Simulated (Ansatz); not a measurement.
**From the elastic tensor of TaN at 3 GPa (stress–strain coefficients) to moduli and sound speeds**

These are results of Ansatz 0.2.0, DFT PBEsol, scalar-relativistic, plane waves, PAW, not measurements. Settings: 420 eV plane-wave cutoff, Γ-centred 18×18×8 mesh, Fermi-Dirac smearing of 0.15 eV. No spin polarisation.

Symmetry: P6_3/mmc, No. 194, hexagonal system. Conventional cell: a = 2.883 Å, b = 2.883 Å, c = 5.841 Å, α = 90.00°, β = 90.00°, γ = 120.00°. Ta (site symmetry -3m) has 6 N at 2.21 Å as nearest neighbours. N (site symmetry -6m2) is surrounded by 6 Ta at 2.21 Å.

In a metal, frequencies and elastic constants depend on the k mesh and the smearing, soft modes and shear constants most. Spin–orbit coupling is left out, which can shift energies with elements as heavy as these.

Relaxed-ion constants (GPa, on the Cartesian axes of the calculation):
```
588.4 281.8 174.1   0.0   0.0   0.0
281.8 588.4 174.1   0.0   0.0   0.0
173.9 173.9 863.7   0.0   0.0   0.0
  0.0   0.0   0.0 299.1   0.0   0.0
  0.0   0.0   0.0   0.0 299.1   0.0
  0.0   0.0   0.0   0.0   0.0 153.3
```

Density 15.397 g/cm³; 4 atoms in 42.05 Å³.

The values that follow are for a polycrystal of randomly turned grains, by Hill's mean where one number stands.

With S = C⁻¹: B_V = (C11+C22+C33+2(C12+C13+C23))/9, G_V = (C11+C22+C33−C12−C13−C23+3(C44+C55+C66))/15, 1/B_R = S11+S22+S33+2(S12+S13+S23), 15/G_R = 4(S11+S22+S33−S12−S13−S23)+3(S44+S55+S66); Hill is their mean. Then v_l = √((B+4G/3)/ρ), v_t = √(G/ρ), v_m = [(2/v_t³+1/v_l³)/3]^(−1/3) and Θ = (ħ/k_B)·v_m·(6π²n/V)^(1/3) for n atoms in the volume V; E = 9BG/(3B+G), ν = (3B−2G)/(2(3B+G)) and A^U = 5G_V/G_R + B_V/B_R − 6.

```
Bulk modulus, Voigt / Reuss / Hill          : 366.7 / 363.4 / 365.0 GPa
Shear modulus, Voigt / Reuss / Hill         : 244.3 / 218.2 / 231.3 GPa
Young's modulus                             : 573 GPa
Poisson ratio                               : 0.238
Pugh ratio B/G                              : 1.58
Universal anisotropy index                  : 0.61
Longitudinal and transverse sound speeds    : 6613 and 3876 m/s
Debye temperature from the mean sound speed : 584 K
```

This form isn't the usual stable structure of the compound at low pressure.

Cost: 1 run of about 7.2 core-minutes, on Intel Xeon Platinum 8259CL (Skylake/Cascade Lake) (shared hosts).